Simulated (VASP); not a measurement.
# ZnCu in VASP: work function with PBE

Aim: the work function of ZnCu with PBE.

Program: VASP 6.6.1. These are calculated values, not measurements. Logs are shortened: lines on timing, memory, paths and dates and some standing lists are left out, and cuts for length are marked.

## 1. The cell of the first run

The cell holds a slab with vacuum, 12 atoms: a = 2.945 Å, b = 4.165 Å, c = 25.412 Å, α = 90.00°, β = 90.00°, γ = 90.00°.

## 2. Work function, PBE (the (1 1 0) slab of ZnCu, cut from the database cell, not relaxed)

INCAR

```
SYSTEM = ZnCu
PREC     = Accurate       ! precision mode
ENCUT    = 520            ! plane-wave cutoff, eV
EDIFF    = 1E-6           ! SCF threshold, eV
ISMEAR   = 0              ! smearing method
SIGMA    = 0.05           ! smearing width, eV
LREAL    = .FALSE.        ! projectors in reciprocal space
LASPH    = .TRUE.         ! aspherical terms in the spheres
NELM     = 60             ! most SCF steps
ALGO     = Normal         ! electronic algorithm
ISIF     = 2              ! what is computed and relaxed
LWAVE    = .FALSE.        ! write WAVECAR
LCHARG   = .TRUE.         ! write CHGCAR
LDIPOL   = .TRUE.       
IDIPOL   = 3            
DIPOL    = 0.5 0.5 0.500
GGA      = PE             ! functional
LELF     = .TRUE.         ! ELF
LVHAR    = .TRUE.       
LVACPOTAV= .TRUE.
```

KPOINTS

```
Automatic mesh
0
G
  9 7 1
  0 0 0
```

POSCAR

```
ZnCu
1.0
    2.9450000000      0.0000000000      0.0000000000
    0.0000000000      4.1648589412      0.0000000000
    0.0000000000      0.0000000000     25.4121473530
Zn Cu
6 6
Direct
    0.5000000000      0.0000000000      0.2951344448
    0.5000000000      0.5000000000      0.3770806669
    0.5000000000      0.0000000000      0.4590268890
    0.5000000000      0.5000000000      0.5409731110
    0.5000000000      0.0000000000      0.6229193331
    0.5000000000      0.5000000000      0.7048655552
    0.0000000000      0.5000000000      0.2951344448
    0.0000000000      0.0000000000      0.3770806669
    0.0000000000      0.5000000000      0.4590268890
    0.0000000000      0.0000000000      0.5409731110
    0.0000000000      0.5000000000      0.6229193331
    0.0000000000      0.0000000000      0.7048655552
```

Potentials or basis: VASP PAW PBE potentials, release 64 (Zn, Cu).

Run with:

```console
cat potpaw_PBE.64/Zn/POTCAR potpaw_PBE.64/Cu/POTCAR > POTCAR
mpirun -np 1 vasp_std > vasp.out
```

OUTCAR:

```text
SYSTEM = ZnCu
   PREC = Accurate
   ENCUT = 520
   EDIFF = 1E-6
   ISMEAR = 0
   LREAL = .FALSE.
   LASPH = .TRUE.
   NELM = 60
   ISIF = 2
   GGA = PE

 ion  position               nearest neighbor table
   1  0.500  0.000  0.295-   7 2.55   7 2.55   7 2.55   7 2.55   8 2.55   8 2.55   2 2.95   2 2.95

   2  0.500  0.500  0.377-   8 2.55   8 2.55   8 2.55   8 2.55   7 2.55   9 2.55   9 2.55   7 2.55
                             1 2.95   1 2.95   3 2.95   3 2.95
   3  0.500  0.000  0.459-  10 2.55  10 2.55   9 2.55   9 2.55   9 2.55   9 2.55   8 2.55   8 2.55
                             4 2.94   4 2.94   2 2.95   2 2.95
   4  0.500  0.500  0.541-   9 2.55   9 2.55  10 2.55  10 2.55  10 2.55  10 2.55  11 2.55  11 2.55
                             3 2.94   3 2.94   5 2.95   5 2.95
   5  0.500  0.000  0.623-  11 2.55  11 2.55  11 2.55  11 2.55  10 2.55  12 2.55  12 2.55  10 2.55
                             4 2.95   4 2.95   6 2.95   6 2.95
   6  0.500  0.500  0.705-  12 2.55  12 2.55  12 2.55  12 2.55  11 2.55  11 2.55   5 2.95   5 2.95

   7  0.000  0.500  0.295-   1 2.55   1 2.55   1 2.55   1 2.55   2 2.55   2 2.55
   8  0.000  0.000  0.377-   2 2.55   2 2.55   2 2.55   2 2.55   1 2.55   3 2.55   3 2.55   1 2.55

   9  0.000  0.500  0.459-   4 2.55   4 2.55   3 2.55   3 2.55   3 2.55   3 2.55   2 2.55   2 2.55

  10  0.000  0.000  0.541-   3 2.55   3 2.55   4 2.55   4 2.55   4 2.55   4 2.55   5 2.55   5 2.55

  11  0.000  0.500  0.623-   5 2.55   5 2.55   5 2.55   5 2.55   4 2.55   6 2.55   6 2.55   4 2.55

  12  0.000  0.000  0.705-   6 2.55   6 2.55   6 2.55   6 2.55   5 2.55   5 2.55

  LATTYP: Found a simple orthorhombic cell.
 ALAT       =     2.9450000000
 B/A-ratio  =     1.4142135624
 C/A-ratio  =     8.6289125138

  Lattice vectors:

 A1 = (   2.9450000000,   0.0000000000,   0.0000000000)
 A2 = (   0.0000000000,   4.1648589412,   0.0000000000)
 A3 = (   0.0000000000,   0.0000000000,  25.4121473530)

Analysis of symmetry for initial positions (statically):
=====================================================================
 Subroutine PRICEL returns:
 Original cell was already a primitive cell.

 Routine SETGRP: Setting up the symmetry group for a
 simple orthorhombic supercell.

 Subroutine GETGRP returns: Found  8 space group operations
 (whereof  4 operations were pure point group operations)
 out of a pool of  8 trial point group operations.

The static configuration has the point symmetry C_2v.
 The point group associated with its full space group is D_2h.

Analysis of symmetry for dynamics (positions and initial velocities):
=====================================================================
 Subroutine PRICEL returns:
 Original cell was already a primitive cell.

 Routine SETGRP: Setting up the symmetry group for a
 simple orthorhombic supercell.

 Subroutine GETGRP returns: Found  8 space group operations
 (whereof  4 operations were pure point group operations)
 out of a pool of  8 trial point group operations.

The dynamic configuration has the point symmetry C_2v.
 The point group associated with its full space group is D_2h.

 Subroutine INISYM returns: Found  8 space group operations
 (whereof  4 operations are pure point group operations),
 and found     1 'primitive' translations

----------------------------------------------------------------------------------------

                                     Primitive cell

  volume of cell :     311.6929

  direct lattice vectors                    reciprocal lattice vectors
     2.945000000  0.000000000  0.000000000     0.339558574  0.000000000  0.000000000
     0.000000000  4.164858941  0.000000000     0.000000000  0.240104170  0.000000000
     0.000000000  0.000000000 25.412147353     0.000000000  0.000000000  0.039351259

  length of vectors
     2.945000000  4.164858941 25.412147353     0.339558574  0.240104170  0.039351259

  position of ions in fractional coordinates (direct lattice)
     0.500000000  0.000000000  0.295134445
     0.500000000  0.500000000  0.377080667
     0.500000000  0.000000000  0.459026889
[... 32 lines left out ...]

 Generating k-lattice:

  Cartesian coordinates                     Fractional coordinates (reciprocal lattice)
     0.037728730  0.000000000  0.000000000     0.111111111  0.000000000  0.000000000
     0.000000000  0.034300596  0.000000000     0.000000000  0.142857143  0.000000000
     0.000000000  0.000000000  0.039351259     0.000000000  0.000000000  1.000000000

  Length of vectors
     0.037728730  0.034300596  0.039351259

  Shift w.r.t. Gamma in fractional coordinates (k-lattice)
     0.000000000  0.000000000  0.000000000

 Subroutine IBZKPT returns following result:
 ===========================================

 Found     20 irreducible k-points:

 Following reciprocal coordinates:
            Coordinates               Weight
  0.000000  0.000000  0.000000      1.000000
  0.111111  0.000000  0.000000      2.000000
  0.222222  0.000000  0.000000      2.000000
  0.333333  0.000000  0.000000      2.000000
  0.444444  0.000000  0.000000      2.000000
  0.000000  0.142857  0.000000      2.000000
[... 12 lines left out ...]
  0.333333  0.428571  0.000000      4.000000
  0.444444  0.428571  0.000000      4.000000
   k-points           NKPTS =     20   k-points in BZ     NKDIM =     20   number of bands    NBANDS=     82
   number of dos      NEDOS =    301   number of ions     NIONS =     12
   total plane-waves  NPLWV = 147456
   dimension x,y,z NGX =    24 NGY =   32 NGZ =  192
   dimension x,y,z NGXF=    48 NGYF=   64 NGZF=  384
   ions per type =               6   6
   NGX,Y,Z   is equivalent  to a cutoff of  13.55, 12.77, 12.56 a.u.
   NGXF,Y,Z  is equivalent  to a cutoff of  27.10, 25.55, 25.12 a.u.
 SYSTEM =  ZnCu
   PREC   = accura    normal or accurate (medium, high low for compatibility)
   ISTART =      0    job   : 0-new  1-cont  2-samecut
   ICHARG =      2    charge: 1-file 2-atom 10-const
   ISPIN  =      1    spin polarized calculation?
   LNONCOLLINEAR =      F non collinear calculations
   LSORBIT =      F    spin-orbit coupling
   LASPH  =      T    aspherical Exc in radial PAW
   ENCUT  =  520.0 eV  38.22 Ry    6.18 a.u.   5.48  7.74 47.25*2*pi/ulx,y,z
   NELM   =     60;   NELMIN=  2; NELMDL= -5     # of ELM steps
   EDIFF  = 0.1E-05   stopping-criterion for ELM
   LREAL  =      F    real-space projection
   EDIFFG = 0.1E-04   stopping-criterion for IOM
   NSW    =      0    number of steps for IOM
   IBRION =     -1    ionic relax: 0-MD 1-quasi-New 2-CG
   NFREE  =      0    steps in history (QN), initial steepest desc. (CG)
   ISIF   =      2    stress and relaxation
   ISYM   =      2    0-nonsym 1-usesym 2-fastsym
   POTIM  = 0.5000    time-step for ionic-motion
   TEBEG  =    0.0;   TEEND  =   0.0 temperature during run
   PSTRESS=    0.0 pullay stress
   NELECT =     138.0000    total number of electrons
   NUPDOWN=      -1.0000    fix difference up-down
   EMIN   =  10.00;   EMAX   =-10.00  energy-range for DOS
   EFERMI =   0.00;   METHOD = LEGACY
   ISMEAR =     0;   SIGMA  =   0.05  broadening in eV -4-tet -1-fermi 0-gaus
   EFERMI_NEDOS =   21; number of points for ismear=-14 and -15
   IALGO  =     38    algorithm
   IMIX   =      4    mixing-type and parameters
     AMIX     =   0.40;   BMIX     =  1.00
     AMIX_MAG =   1.60;   BMIX_MAG =  1.00
  volume/ion in A,a.u.               =      25.97       175.28
  Fermi-wavevector in a.u.,A,eV,Ry     =   1.247744  2.357895 21.182440  1.556865
  Thomas-Fermi vector in A             =   2.381862
   LORBIT       =      0    0 simple, 1 ext, 2 COOP (PROOUT), +10 PAW based schemes
   GGA     = PE    functional components
   LHFCALC =     F    Hartree Fock is set to
   AEXX    =    0.0000 exact exchange contribution
   IVDW    =     0    specifies the selected vdW correction
   LEPSILON=     F    determine dielectric tensor
   LRPA    =     F    only Hartree local field effects (RPA)
 non-spin polarized calculation
 Gauss-broadening in eV      SIGMA  =   0.05
  energy-cutoff  :      520.00
  volume of cell :      311.69
 maximum number of plane-waves:      8487
 NGX is ok and might be reduce to    24
   NGX = 11   NGY = 15   NGZ = 95

 number of electron     138.0000010 magnetization

 dipolmoment           0.000000      0.000000      0.000000 electrons x Angstroem

 Free energy of the ion-electron system (eV)
  ---------------------------------------------------
  ext. energy  EPLUGINS =         0.00000000
  ---------------------------------------------------
  free energy    TOTEN  =       -28.27427138 eV

  energy without entropy =      -28.26505048  energy(sigma->0) =      -28.26966093

 E-fermi :   0.3582     XC(G=0):  -6.8345

 val. band max:        0.3109245130   @ k =   0.4444   0.2857   0.0000
 cond. band min:       0.3598083533   @ k =   0.3333   0.2857   0.0000
 fundamental gap:      0.0488838403
 Fermi energy:         0.3582274064

 k-point     1 :       0.0000    0.0000    0.0000
  band No.  band energies     occupation
      1      -9.7643      2.00000
      2      -9.1062      2.00000
      3      -8.1456      2.00000
      4      -7.6618      2.00000
      5      -7.4674      2.00000
      6      -7.4478      2.00000
[... 1669 lines left out ...]
     80       3.9106      0.00000
     81       4.9561      0.00000
 [bands above 81 left out]

------------------------ aborting loop because EDIFF is reached ----------------------------------------

  FORCE on cell =-STRESS in cart. coord.  units (eV):
  Direction    XX          YY          ZZ          XY          YZ          ZX
  --------------------------------------------------------------------------------------
  -------------------------------------------------------------------------------------
  Total       -1.4490398      0.8432860      2.6047161      0.0000000      0.0000000      0.0000000
  in kB       -7.4484164      4.3346948     13.3888730      0.0000000      0.0000000      0.0000000
  external PRESSURE =       3.4250505 kB  Pullay stress =       0.0000000 kB

 VOLUME and BASIS-vectors are now :
 -----------------------------------------------------------------------------
  energy-cutoff  :      520.00
  volume of cell :      311.69
      direct lattice vectors                 reciprocal lattice vectors
     2.945000000  0.000000000  0.000000000     0.339558574  0.000000000  0.000000000
     0.000000000  4.164858941  0.000000000     0.000000000  0.240104170  0.000000000
     0.000000000  0.000000000 25.412147353     0.000000000  0.000000000  0.039351259

 POSITION                                       TOTAL-FORCE (eV/Angst)
 -----------------------------------------------------------------------------------
      1.47250      0.00000      7.50000         0.000000      0.000000     -0.390704
      1.47250      2.08243      9.58243         0.000000      0.000000     -0.047519
      1.47250      0.00000     11.66486         0.000000      0.000000      0.055786
      1.47250      2.08243     13.74729         0.000000      0.000000     -0.055786
      1.47250      0.00000     15.82972         0.000000      0.000000      0.047519
      1.47250      2.08243     17.91215         0.000000      0.000000      0.390704
      0.00000      2.08243      7.50000         0.000000      0.000000      0.038674
      0.00000      0.00000      9.58243         0.000000      0.000000      0.168129
      0.00000      2.08243     11.66486         0.000000      0.000000      0.066453
      0.00000      0.00000     13.74729         0.000000      0.000000     -0.066453
      0.00000      2.08243     15.82972         0.000000      0.000000     -0.168129
      0.00000      0.00000     17.91215         0.000000      0.000000     -0.038674
 -----------------------------------------------------------------------------------
    total drift:                                0.000000      0.000000      0.000000

  FREE ENERGIE OF THE ION-ELECTRON SYSTEM (eV)
  ---------------------------------------------------
  free  energy   TOTEN  =       -28.2742713795 eV

  energy  without entropy=      -28.2650504754  energy(sigma->0) =      -28.26966093

 vacuum level on the upper side and lower side of the slab         5.059         5.059
```

Run time: 12 min. Hardware: 1 thread of AMD EPYC 9R45 (Zen 5), shared host; peak memory 0.58 GiB.

Results:

| Property | Result |
| --- | --- |
| Free energy | -28.2743 eV |
| Largest force | 0.391 eV/Å |
| Band gap on the k mesh | none (metal or under the smearing width) |
| Work function of the upper face | 4.70 eV |
| Work function of the lower face | 4.70 eV |

Forces in eV/Å, atoms in the order of the input:
```
Zn   0.000  0.000 -0.391
Zn   0.000  0.000 -0.048
Zn   0.000  0.000  0.056
Zn   0.000  0.000 -0.056
Zn   0.000  0.000  0.048
Zn   0.000  0.000  0.391
Cu   0.000  0.000  0.039
Cu   0.000  0.000  0.168
Cu   0.000  0.000  0.066
Cu   0.000  0.000 -0.066
Cu   0.000  0.000 -0.168
Cu   0.000  0.000 -0.039
```
